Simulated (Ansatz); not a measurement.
Take ZnTe in the zinc blende structure (space group F-43m, No. 216) as the base.

Space group F-43m (No. 216); a = b = c = 6.1134 Å, α = β = γ = 90.00°

```tsv
atom	site	symmetry	x	y	z
Te	4c	-43m	0.2500	0.2500	0.2500
Zn	4a	-43m	0.0000	0.0000	0.0000
```
(The calculation used a cell of 2 atoms; values per cell refer to that cell.)

Levels (all Ansatz, a program for electronic structure, PAW): r2SCAN (500 eV, no SOC); HSE06+SOC (420 eV, with spin-orbit coupling).

The geometry is relaxed with r2SCAN.

```
Property                                    Value
----------------------------  -------------------
r2SCAN band gap                           1.79 eV
r2SCAN valence-band top at Γ  0.00, 0.00, 0.00 eV
```

**Question.** How does going to HSE06+SOC change the band gap and valence-band top at Γ?

**Answer.** The band gap rises by 0.14 eV (1.79 eV → 1.93 eV); the valence-band top at Γ (three highest Kramers pairs, from the VBM) goes from 0.00, 0.00, 0.00 eV to 0.00, 0.00, -0.98 eV. The threefold valence maximum splits by Δso ≈ 0.98 eV.

Single points use the geometry relaxed with r2SCAN. The spin-orbit shifts are approximate. With Te present, leaving out spin-orbit coupling can change the band edges. Whether these cells are dynamically stable was not tested.
